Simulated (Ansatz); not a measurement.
# Ge: single point with PBE

Ge:

```
CELL_PARAMETERS angstrom
-1.60842 1.60842 1.87318
1.60842 -1.60842 1.87318
1.60842 1.60842 -1.87318
ATOMIC_POSITIONS crystal
Ge 0.50000 0.50000 0.00000
```

The cell was built by a generator and needn't be a form met in nature.

```
Program             : Ansatz 0.2.0
Task                : single point
Functional          : PBE
Potentials or basis : Ansatz PAW
Cutoff              : 420 eV (not typed: the program's choice for these potentials)
k mesh              : 12 × 12 × 12
Occupations         : gaussian, width 0.014 eV
Spin                : no spin polarisation
```

```
Pressure               : 0.9 GPa
Band gap on the k mesh : none (metal or under the smearing width)
```

Stress tensor (GPa, compression positive):
```
0.53 0.00 0.00
0.00 0.53 0.00
0.00 0.00 1.50
```

Levels at points of the mesh, in eV from the Fermi level:
| k point | band 3 | band 4 | band 5 | band 6 | band 7 | band 8 | band 9 | band 10 | band 11 |
| --- | --- | --- | --- | --- | --- | --- | --- | --- | --- |
| (0.00, 0.00, 0.00) | -24.79 | -24.76 | -24.72 | -13.03 | 8.51 | 8.82 | 8.82 | 13.74 | 13.74 |
| (0.00, 0.00, -0.50) | -24.73 | -24.72 | -24.68 | -6.74 | -4.86 | 3.09 | 4.57 | 7.66 | 7.80 |
| (0.00, -0.50, 0.00) | -24.76 | -24.72 | -24.69 | -7.81 | -5.40 | 5.04 | 7.27 | 10.22 | 10.61 |
| (-0.50, -0.50, -0.50) | -24.71 | -24.69 | -24.69 | -3.62 | -2.48 | 0.69 | 0.69 | 4.41 | 5.19 |

Wall time 0.58 s on 2 threads of Intel(R) Xeon(R) 6975P-C (Granite Rapids), with other jobs on the host, peak memory 0.34 GiB.
